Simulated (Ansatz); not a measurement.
# H-type MoTe2 bilayer (3R stacking) in a perpendicular field, part 2 of 3

Aim: how the H-type MoTe2 bilayer (3R stacking) screens a field along its normal, and what the field does to its bands. A positive field points along +c.

Ansatz 0.2.0; plane-wave DFT, PBE-D3(BJ), Ansatz PAW.

So far. Step 2 (Relaxation): The lattice constant a goes from 3.550 to 3.505 Å.

## Step 3: Atoms held, field 0, start network

A sawtooth potential applies the field, turning back in the middle of the vacuum. With the dipole correction the typed value is the field outside the slab. The induced dipole is small, so the SCF threshold is tight.

The cell differs from the one that the last finished run ended in (c 52.648 → 28.488 Å).

input.yaml reads:

```yaml
crystal:
  lattice:
    - [3.5049339946, 0.0, 0.0]
    - [-1.7524669973, 3.0353618779, 0.0]
    - [0.0, 0.0, 28.4875965139]
  atoms:
    - { symbol: Te, position: [0.3333333333, 0.6666666667, 0.3159269683] }
    - { symbol: Mo, position: [0.0, 0.0, 0.3796903731] }
    - { symbol: Te, position: [0.3333333333, 0.6666666667, 0.4432918512] }
    - { symbol: Te, position: [0.6666666667, 0.3333333333, 0.55666225] }
    - { symbol: Mo, position: [0.3333333333, 0.6666666667, 0.6204099254] }
    - { symbol: Te, position: [0.6666666667, 0.3333333333, 0.6840730317] }
kpoints:
  mp_grid: { grid: [18, 18, 1] }
  band_path:
    path: [[0, 0, 0], [0.5, 0, 0], [0.33333333, 0.33333333, 0], [0, 0, 0]]
    npoints: 16
hamiltonian:
  xc: pbe
  dispersion: d3bj
scf:
  occupations: { method: fermi_dirac, width: 0.02585 }
  convergence: { dr2_threshold: 1.0e-10 }
efield:
  axis: 3
  dipole_correction: true
  ramp_position: 0.97
  ramp_width: 0.06
  amplitude: 0
output:
  dos: { projected: true, e_range: [-6, 5] }
  write_potential: true
  write_density: true
  volumetric_format: npy
  elf: true
```

The run is started by

```
$ ansatz run input.yaml --threads 4 --pin off --max-ram 8192MiB --backend cpu --events-out ev --progress --plain --runs-dir out
```

Numbers of over 12 decimals in the logs are rounded to 6 here.

Output:

```text
[...]
Crystal: 6 atoms, lattice volume = 303.072 Å³
Basis set: ecut = 420 eV, 5897 PW (Γ)
Bands: 56, of which v1, the nominal top of the filled ones, is band 46 counted from 1 (45 counted from 0)
Symmetry: 6 space group operations
[...]
k-points: 37 of 324 (time reversal used)
[...]
SCF iter   1: F=—  HF=-37836.201511 eV  |F-HF|=—  |Δ(HF+E_count)|=         —  Δρ=3.34e-3  dr2=9.16e-2  ethr=1.77e-3  p=0.004 e·Å  D=2.09e-3 V/Å  ΔV_dip=-0.06 eV  dr2_dipole=1.90e-6  V_vac-E_F(+/−)=4.20/4.26 eV  ⟨swp⟩=11.8  Hψ=9533  notcnv=0  defer=7
efield: sawtooth ramp at fractional position 0.9700 (set: `efield.ramp_position`, or a place that a band, a saddle search or an elastic batch's reference lends), width 0.0600; the density the first Hamiltonian is built on has a dipole p = 0.004 e·Å; the dipole correction subtracts the counter field D = 2.09e-3 V/Å, which shifts the + side's vacuum level by -0.06 eV against the − side's; the planar-averaged density in the ramp window peaks in size at 3.7e-5 e/Å³
[...]
SCF iter   2: F=—  HF=-37836.206307 eV  |F-HF|=—  |Δ(HF+E_count)|=   4.80e-3  Δρ=2.05e-3  dr2=5.81e-2  ethr=9.96e-5  p=0.004 e·Å  D=2.13e-3 V/Å  ΔV_dip=-0.06 eV  dr2_dipole=5.40e-5  V_vac-E_F(+/−)=4.36/4.42 eV  ⟨swp⟩=3.1  Hψ=3351  notcnv=0  defer=118
[...]
SCF iter  13: F=-37836.206317 eV  HF=-37836.206317 eV  |F-HF|=8.00e-11  |Δ(HF+E_count)|=  1.46e-10  Δρ=7.22e-8  dr2=2.64e-11  ethr=1.00e-12  p=0.005 e·Å  D=2.81e-3 V/Å  ΔV_dip=-0.08 eV  dr2_dipole=4.33e-13  V_vac-E_F(+/−)=4.19/4.27 eV  ⟨swp⟩=12.7  Hψ=6402  notcnv=0
SCF 1 converged in 13 iterations: F = -37836.206317 eV  dr2 = 2.64e-11
[...]
NSCF: frozen V_eff on 49 k-points
efield: sawtooth ramp at fractional position 0.9700 (kept from the solve that this one continues, or follows in the run), width 0.0600; the density the first Hamiltonian is built on has a dipole p = 0.005 e·Å; the dipole correction subtracts the counter field D = 2.81e-3 V/Å, which shifts the + side's vacuum level by -0.08 eV against the − side's; the planar-averaged density in the ramp window peaks in size at 6.4e-6 e/Å³
[...]
SCF converged after 13 iterations
Free energy (F): -37836.206317 eV
[...]
Internal energy: -37836.206317 eV  (E = F + TS)
E sigma→0 (E₀):  -37836.206317 eV
Fermi energy:    4.252733 eV
Dipole field:    D = 0.002813 V/Å  (p = 0.004712 e·Å, saw-weighted, corrected)
Work function:   Φ+ = 4.1944 eV   Φ− = 4.2745 eV
Levels:          The Fermi level and band energies are counted from a zero that moves with the ramp; work functions are not
[...]
--- Band table (eV; the first three rows and the last of 37) ---
  k-point 0: bands = [... 42 lower, 2.8570, 2.8570, 2.9388, 3.8272, 6.7184, 6.7184, 6.8775, 6.8775, ... 6 higher]
  k-point 1: bands = [... 42 lower, 2.7974, 2.8868, 2.9771, 3.8172, 6.5227, 6.6703, 6.7219, 6.7956, ... 6 higher]
  k-point 2: bands = [... 42 lower, 2.7358, 2.9387, 3.0143, 3.7335, 6.1368, 6.1931, 6.2582, 6.3880, ... 6 higher]
  k-point 36: bands = [... 42 lower, 1.7576, 1.9016, 3.6038, 3.6998, 4.8000, 4.8577, 5.3789, 5.4416, ... 6 higher]
```

It took 54 s on 4 threads of Intel Xeon at 2.50GHz (Skylake/Cascade Lake), shared host; peak memory 1.1 GiB.

Numbers from this step:

- dipole along the normal: 0.004712 e·Å
- gap along the path: 0.8695 eV
- smallest direct gap along the path: 1.100 eV
- step between the vacuum levels: -0.08012 eV
- ionisation energy, upper face: 4.620 eV
- electron affinity, upper face: 3.751 eV
- ionisation energy, lower face: 4.700 eV
- gap, the smaller of path and mesh: 0.8695 eV

Running mean over a fixed 2.5 Å (it still follows the layers) of the planar mean; the ramp of the sawtooth is left out. Table of electron's electrostatic potential energy less the Fermi level by z:

| z (Å) | electron's electrostatic potential energy less the Fermi level (eV) |
| --- | --- |
| 3.5 | 4.27 |
| 4.0 | 4.27 |
| 4.5 | 4.27 |
| 5.0 | 4.27 |
| 5.5 | 4.26 |
| 6.0 | 4.20 |
| 6.5 | 3.97 |
| 7.0 | 3.06 |
| 7.5 | 1.59 |
| 8.0 | 0.584 |
| 8.5 | -1.07 |
| 9.0 | -2.91 |
| 9.5 | -5.35 |
| 10.0 | -7.38 |
| 10.5 | -8.63 |
| 11.0 | -8.78 |
| 11.5 | -7.84 |
| 12.0 | -5.99 |
| 12.5 | -3.57 |
| 13.0 | -1.65 |
| 13.5 | -0.208 |
| 14.0 | -0.342 |
| 14.5 | -0.336 |
| 15.0 | -0.274 |
| 15.5 | -1.74 |
| 16.0 | -3.67 |
| 16.5 | -6.09 |
| 17.0 | -7.93 |
| 17.5 | -8.86 |
| 18.0 | -8.68 |
| 18.5 | -7.43 |
| 19.0 | -5.39 |
| 19.5 | -2.95 |
| 20.0 | -1.10 |
| 20.5 | 0.530 |
| 21.0 | 1.53 |
| 21.5 | 3.02 |
| 22.0 | 3.90 |
| 22.5 | 4.12 |
| 23.0 | 4.18 |
| 23.5 | 4.19 |
| 24.0 | 4.19 |
| 24.5 | 4.19 |
| 25.0 | 4.19 |

The density of states has structure finer than the step of the table below, so its rows give means over 0.2 eV, whole bins alone (the curve runs from -6 to 2.44 eV). Peaks (eV: height): -5.17: 11.7, -4.07: 13.5, -3.79: 14.7, -2.14: 11.9, 0.86: 10.4, 0.97: 11.0, 1.20: 22.5.

Density of states against energy, zero at the Fermi level of the run, which the smearing sets inside the gap; means over each step:

| energy (eV) | density of states (states/eV a cell) |
| --- | --- |
| -5.8 | 2.37 |
| -5.6 | 2.85 |
| -5.4 | 5.04 |
| -5.2 | 8.31 |
| -5.0 | 3.95 |
| -4.8 | 3.25 |
| -4.6 | 3.07 |
| -4.4 | 1.68 |
| -4.2 | 5.15 |
| -4.0 | 5.19 |
| -3.8 | 8.46 |
| -3.6 | 4.29 |
| -3.4 | 5.41 |
| -3.2 | 5.71 |
| -3.0 | 5.21 |
| -2.8 | 4.66 |
| -2.6 | 4.25 |
| -2.4 | 6.16 |
| -2.2 | 7.92 |
| -2.0 | 7.35 |
| -1.8 | 7.43 |
| -1.6 | 6.68 |
| -1.4 | 4.72 |
| -1.2 | 5.85 |
| -1.0 | 6.23 |
| -0.8 | 5.60 |
| -0.6 | 1.34 |
| -0.4 | 0.474 |
| -0.2 | 0 |
| 0.0 | 0 |
| 0.2 | 0 |
| 0.4 | 0.466 |
| 0.6 | 3.87 |
| 0.8 | 5.83 |
| 1.0 | 6.55 |
| 1.2 | 12.0 |
| 1.4 | 6.94 |
| 1.6 | 5.72 |
| 1.8 | 6.11 |
| 2.0 | 4.60 |
| 2.2 | 3.03 |

Projected DOS per atom over height of the atomic layer and energy from the Fermi level. Layers: Te Mo Te Te Mo Te from below.

Ten even steps from '_' (0.00 states/eV) to '@' (3.31 states/eV), each cell a mean:
```
............
..==::::--..
::++....==::
::@@....@@::
__==__..**..
____________
____________
____________
..==....==..
::==....==..
::==::..==::
--++--::++--
::--::--==--
..--....--..
::--::::--::
--::::::::::
------------
......::..::
............
--::--::::::
....::--::::
..__....__..
```
Columns: height of the atomic layer (Å) from 9 to 19.5 (not evenly spaced); rows upwards: energy from the Fermi level (eV) from -5.96 to 2.41.

Electronic bands along the path, in eV, zero at the Fermi level of the run, which the smearing sets inside the gap:

| point | band 43 | band 44 | band 45 | band 46 | band 47 | band 48 | band 49 | band 50 |
| --- | --- | --- | --- | --- | --- | --- | --- | --- |
| Γ | -1.40 | -1.40 | -1.31 | -0.43 | 2.47 | 2.47 | 2.62 | 2.62 |
| halfway | -1.61 | -1.52 | -1.49 | -1.27 | 0.79 | 1.10 | 1.49 | 1.59 |
| M | -1.46 | -1.33 | -0.95 | -0.74 | 0.85 | 0.93 | 1.11 | 1.28 |
| halfway | -2.42 | -2.19 | -0.84 | -0.73 | 0.81 | 0.88 | 1.37 | 1.53 |
| K | -2.50 | -2.35 | -0.65 | -0.55 | 0.55 | 0.60 | 1.13 | 1.19 |
| halfway | -1.60 | -1.37 | -1.16 | -1.14 | 0.54 | 0.86 | 1.22 | 1.26 |
| Γ | -1.40 | -1.40 | -1.31 | -0.43 | 2.47 | 2.47 | 2.62 | 2.62 |

Electrostatic potential energy in the ca plane at fractional y = 0.667, with atoms of Te and Mo within 0.2 Å of it. With pseudopotentials it is smooth inside the atoms' cores, unlike the true potential.

Ten even steps from '0' (-17 eV) to '9' (20 eV), each cell a mean:
```
66666666666666666655555433455555666654223555
66666666666666666666555422355556666653113556
66666666666666666654455443455445566654334554
66666666666666666420014555542001456665555420
66666666666666665216731455521673156666655200
66666666666666665159980355515998146666665100
66666666666666665149960455513997046666665100
66666666666666665312302555530231256666555300
66666666666666666542234544454223566655444543
```
Columns run along c (16.0 Å, from fractional 0.07 to 0.63 of the cell; values clipped at the 3rd and 97th percentile), rows up along a (3.5 Å). Atoms in or near the plane, at fractional coordinates: Te at (0.32, 0.33), Te at (0.44, 0.33), Mo at (0.62, 0.33).

ELF in the ca plane at fractional y = 0.667, with atoms of Te and Mo within 0.2 Å of it. It is the smooth field of the valence electrons, not physical close to the nuclei.

Values, 5 rows by 16 columns, each cell a mean:
```
0.00 0.00 0.00 0.00 0.00 0.04 0.19 0.34 0.20 0.20 0.31 0.24 0.14 0.61 0.51 0.41
0.00 0.00 0.00 0.00 0.03 0.25 0.50 0.49 0.32 0.23 0.48 0.48 0.19 0.51 0.54 0.32
0.00 0.00 0.00 0.01 0.17 0.70 0.60 0.22 0.42 0.34 0.31 0.40 0.42 0.16 0.32 0.51
0.00 0.00 0.00 0.01 0.21 0.76 0.53 0.10 0.40 0.33 0.22 0.31 0.47 0.09 0.24 0.56
0.00 0.00 0.00 0.00 0.07 0.46 0.65 0.47 0.40 0.29 0.50 0.55 0.28 0.37 0.50 0.34
```
Columns run along c (16.0 Å, from fractional 0.07 to 0.63 of the cell), rows up along a (3.5 Å). Atoms in or near the plane, at fractional coordinates: Te at (0.32, 0.33), Te at (0.44, 0.33), Mo at (0.62, 0.33).

Valence density in the ca plane at fractional y = 0.667, with atoms of Te and Mo within 0.2 Å of it. It is the smooth field of the valence electrons, not physical close to the nuclei.

Ten steps, logarithmic in the rise over the least value, from '0' (0 e/Å³) to '9' (15 e/Å³), each cell a mean:
```
00000000000000000011112222221111100112332221
00000000000000000011111233221111000112332211
00000000000000000112222222222221100012222222
00000000000000001234432222223443210011222234
00000000000000001357863211235786321001112357
00000000000000002379984211237998421000112478
00000000000000002369974211236997421000112468
00000000000000001245643221234564311001122246
00000000000000000122322222222332110011222223
```
Columns run along c (16.0 Å, from fractional 0.07 to 0.63 of the cell), rows up along a (3.5 Å). Atoms in or near the plane, at fractional coordinates: Te at (0.32, 0.33), Te at (0.44, 0.33), Mo at (0.62, 0.33).

The gap is 0.87 eV, with the valence edge 4.62 eV and the conduction edge 3.75 eV under the upper vacuum level. Spin-orbit coupling, left out in this run, matters for the bands of elements this heavy.

## Step 4: Single point, field 0.05 V/Å

input.yaml, as its differences from that of step 3:

```diff
@@ -28,5 +28,4 @@
   ramp_width: 0.06
-  amplitude: 0
+  amplitude: 0.05
 output:
-  dos: { projected: true, e_range: [-6, 5] }
   write_potential: true
@@ -34,2 +33 @@
   volumetric_format: npy
-  elf: true
```

Output:

```text
[...]
Crystal: 6 atoms, lattice volume = 303.072 Å³
Basis set: ecut = 420 eV, 5897 PW (Γ)
Bands: 56, of which v1, the nominal top of the filled ones, is band 46 counted from 1 (45 counted from 0)
Symmetry: 6 space group operations
[...]
k-points: 37 of 324 (time reversal used)
[...]
k-point 0: bands = [... 42 lower, 2.8434, 2.8434, 2.9387, 3.8264, 6.7217, 6.7217, 6.8771, 6.8771, ... 6 higher]
  k-point 1: bands = [... 42 lower, 2.7979, 2.8885, 2.9717, 3.8164, 6.5263, 6.6712, 6.7242, 6.7960, ... 6 higher]
  k-point 2: bands = [... 42 lower, 2.7368, 2.9490, 3.0032, 3.7327, 6.1411, 6.2071, 6.2427, 6.3846, ... 6 higher]
  k-point 36: bands = [... 42 lower, 1.7719, 1.8883, 3.6177, 3.6859, 4.8138, 4.8442, 5.3925, 5.4305, ... 6 higher]
[key lines of the parts left out:]
SCF converged after 16 iterations
Free energy (F): -37836.207481 eV
Fermi energy:    4.253942 eV
Dipole field:    D = 0.024994 V/Å  (p = 0.041861 e·Å, saw-weighted, corrected)
```

It took 58 s on 4 threads; peak memory 1.1 GiB; 3.7 min of CPU time.

The dipole is 0.0419 e·Å, 0.0371 e·Å from its value without field, and the gap 0.873 eV.

## Step 5: Single point, field -0.05 V/Å

input.yaml, as its differences from that of step 4:

```diff
@@ -28,3 +28,3 @@
   ramp_width: 0.06
-  amplitude: 0.05
+  amplitude: -0.05
 output:
```

Output:

```text
[...]
Crystal: 6 atoms, lattice volume = 303.072 Å³
Basis set: ecut = 420 eV, 5897 PW (Γ)
Bands: 56, of which v1, the nominal top of the filled ones, is band 46 counted from 1 (45 counted from 0)
Symmetry: 6 space group operations
[...]
k-points: 37 of 324 (time reversal used)
[...]
k-point 0: bands = [... 42 lower, 2.8706, 2.8706, 2.9393, 3.8279, 6.7130, 6.7130, 6.8782, 6.8782, ... 6 higher]
  k-point 1: bands = [... 42 lower, 2.8110, 2.8830, 2.9859, 3.8179, 6.5170, 6.6687, 6.7182, 6.7943, ... 6 higher]
  k-point 2: bands = [... 42 lower, 2.7344, 2.9247, 3.0289, 3.7343, 6.1294, 6.1793, 6.2743, 6.3925, ... 6 higher]
  k-point 36: bands = [... 42 lower, 1.7430, 1.9149, 3.5898, 3.7135, 4.7860, 4.8708, 5.3652, 5.4522, ... 6 higher]
[key lines of the parts left out:]
SCF converged after 16 iterations
Free energy (F): -37836.207010 eV
Fermi energy:    4.250959 eV
Dipole field:    D = -0.019371 V/Å  (p = -0.032444 e·Å, saw-weighted, corrected)
```

The job ended after 57 s (4 threads; peak memory 1.1 GiB; 3.6 min of CPU time).

The dipole is -0.0324 e·Å, -0.0372 e·Å from its value without field, and the gap 0.864 eV.

## Step 6: Atoms held, field 0.1 V/Å

input.yaml, as its differences from that of step 5:

```diff
@@ -26,5 +26,5 @@
   dipole_correction: true
-  ramp_position: 0.97
-  ramp_width: 0.06
-  amplitude: -0.05
+  ramp_position: 0.9677
+  ramp_width: 0.0646
+  amplitude: 0.1
 output:
```

Output:

```text
[...]
Crystal: 6 atoms, lattice volume = 303.072 Å³
Basis set: ecut = 420 eV, 5897 PW (Γ)
Bands: 56, of which v1, the nominal top of the filled ones, is band 46 counted from 1 (45 counted from 0)
Symmetry: 6 space group operations
[...]
k-points: 37 of 324 (time reversal used)
[...]
k-point 0: bands = [... 42 lower, 2.8311, 2.8311, 2.9392, 3.8257, 6.7229, 6.7229, 6.8773, 6.8773, ... 6 higher]
  k-point 1: bands = [... 42 lower, 2.7999, 2.8870, 2.9706, 3.8157, 6.5276, 6.6718, 6.7250, 6.7946, ... 6 higher]
  k-point 2: bands = [... 42 lower, 2.7372, 2.9504, 3.0008, 3.7318, 6.1425, 6.2170, 6.2321, 6.3823, ... 6 higher]
  k-point 36: bands = [... 42 lower, 1.7861, 1.8749, 3.6313, 3.6718, 4.8273, 4.8304, 5.4058, 5.4190, ... 6 higher]
[key lines of the parts left out:]
SCF converged after 16 iterations
Free energy (F): -37836.210504 eV
Fermi energy:    4.254570 eV
Dipole field:    D = 0.047179 V/Å  (p = 0.079020 e·Å, saw-weighted, corrected)
```

Run time: 56 s. Hardware: 4 threads; peak memory 1.1 GiB.

The dipole is 0.0790 e·Å, 0.0743 e·Å from its value without field, and the gap 0.875 eV.

## Step 7: Single point, field -0.1 V/Å

input.yaml, as its differences from that of step 6:

```diff
@@ -28,3 +28,3 @@
   ramp_width: 0.0646
-  amplitude: 0.1
+  amplitude: -0.1
 output:
```

Output:

```text
[...]
Crystal: 6 atoms, lattice volume = 303.072 Å³
Basis set: ecut = 420 eV, 5897 PW (Γ)
Bands: 56, of which v1, the nominal top of the filled ones, is band 46 counted from 1 (45 counted from 0)
Symmetry: 6 space group operations
[...]
k-points: 37 of 324 (time reversal used)
[...]
k-point 0: bands = [... 42 lower, 2.8841, 2.8841, 2.9403, 3.8286, 6.7060, 6.7060, 6.8788, 6.8788, ... 6 higher]
  k-point 1: bands = [... 42 lower, 2.8244, 2.8784, 2.9968, 3.8186, 6.5095, 6.6657, 6.7132, 6.7932, ... 6 higher]
  k-point 2: bands = [... 42 lower, 2.7324, 2.9095, 3.0447, 3.7350, 6.1191, 6.1663, 6.2904, 6.3978, ... 6 higher]
  k-point 36: bands = [... 42 lower, 1.7283, 1.9280, 3.5754, 3.7269, 4.7717, 4.8837, 5.3513, 5.4624, ... 6 higher]
[key lines of the parts left out:]
SCF converged after 15 iterations
Free energy (F): -37836.209561 eV
Fermi energy:    4.248647 eV
Dipole field:    D = -0.041552 V/Å  (p = -0.069595 e·Å, saw-weighted, corrected)
```

Elapsed: 55 s, on 4 threads; peak memory 1.1 GiB; 3.5 min of CPU time.

The dipole is -0.0696 e·Å, -0.0743 e·Å from its value without field, and the gap 0.858 eV.

## Step 8: Single point, field 0.2 V/Å

input.yaml, as its differences from that of step 7:

```diff
@@ -28,3 +28,3 @@
   ramp_width: 0.0646
-  amplitude: -0.1
+  amplitude: 0.2
 output:
```

Output:

```text
[...]
Crystal: 6 atoms, lattice volume = 303.072 Å³
Basis set: ecut = 420 eV, 5897 PW (Γ)
Bands: 56, of which v1, the nominal top of the filled ones, is band 46 counted from 1 (45 counted from 0)
Symmetry: 6 space group operations
[...]
k-points: 37 of 324 (time reversal used)
[...]
k-point 0: bands = [... 42 lower, 2.8400, 2.8400, 2.9413, 3.8241, 6.7185, 6.7185, 6.8800, 6.8800, ... 6 higher]
  k-point 1: bands = [... 42 lower, 2.7991, 2.8754, 2.9809, 3.8140, 6.5230, 6.6723, 6.7223, 6.7856, ... 6 higher]
  k-point 2: bands = [... 42 lower, 2.7368, 2.9273, 3.0215, 3.7299, 6.1349, 6.1951, 6.2555, 6.3813, ... 6 higher]
  k-point 36: bands = [... 42 lower, 1.8139, 1.8477, 3.6429, 3.6578, 4.8021, 4.8536, 5.3950, 5.4319, ... 6 higher]
[key lines of the parts left out:]
SCF converged after 16 iterations
Free energy (F): -37836.222122 eV
Fermi energy:    4.253984 eV
Dipole field:    D = 0.091567 V/Å  (p = 0.153363 e·Å, saw-weighted, corrected)
```

It took 62 s on 4 threads; peak memory 1.1 GiB.

The dipole is 0.153 e·Å, 0.149 e·Å from its value without field, and the gap 0.876 eV.

## Step 9: Atoms held, field -0.2 V/Å

input.yaml, as its differences from that of step 8:

```diff
@@ -28,3 +28,3 @@
   ramp_width: 0.0646
-  amplitude: 0.2
+  amplitude: -0.2
 output:
```

Output:

```text
[...]
Crystal: 6 atoms, lattice volume = 303.072 Å³
Basis set: ecut = 420 eV, 5897 PW (Γ)
Bands: 56, of which v1, the nominal top of the filled ones, is band 46 counted from 1 (45 counted from 0)
Symmetry: 6 space group operations
[...]
k-points: 37 of 324 (time reversal used)
[...]
k-point 0: bands = [... 42 lower, 2.9106, 2.9106, 2.9437, 3.8301, 6.6876, 6.6876, 6.8779, 6.8779, ... 6 higher]
  k-point 1: bands = [... 42 lower, 2.8508, 2.8700, 3.0218, 3.8199, 6.4899, 6.6541, 6.6996, 6.7936, ... 6 higher]
  k-point 2: bands = [... 42 lower, 2.7265, 2.8780, 3.0772, 3.7363, 6.0905, 6.1432, 6.3218, 6.4108, ... 6 higher]
  k-point 36: bands = [... 42 lower, 1.6984, 1.9537, 3.5461, 3.7530, 4.7426, 4.9084, 5.3232, 5.4814, ... 6 higher]
[key lines of the parts left out:]
SCF converged after 18 iterations
Free energy (F): -37836.220237 eV
Fermi energy:    4.242584 eV
Dipole field:    D = -0.085930 V/Å  (p = -0.143923 e·Å, saw-weighted, corrected)
```

It took 2 min on 4 threads; peak memory 1.1 GiB; 5.3 min of CPU time.

The dipole is -0.144 e·Å, -0.149 e·Å from its value without field, and the gap 0.841 eV.

(Continued in part 3 of 3.)

[Logs are printed without paths, hosts, clocks, repeated set-up lines and the standing remarks that a program may print on its own settings, such as how far it seeks lower states.]

[Hosts, paths, dates, database ids (printed as entryN), source tags and the programs' standing remarks are cut or masked in the printed files.]

[Maps of the electrostatic potential energy from Ansatz leave out the sawtooth potential of an applied field or a dipole correction, so their vacuum need not be flat; planar profiles and work functions include it.]

[The density of states shown here was stored with 400 of the rows of the run's finer table, so its peaks can read low, often by over a quarter, or be missed, and its means over a window can be off by a tenth or more.]
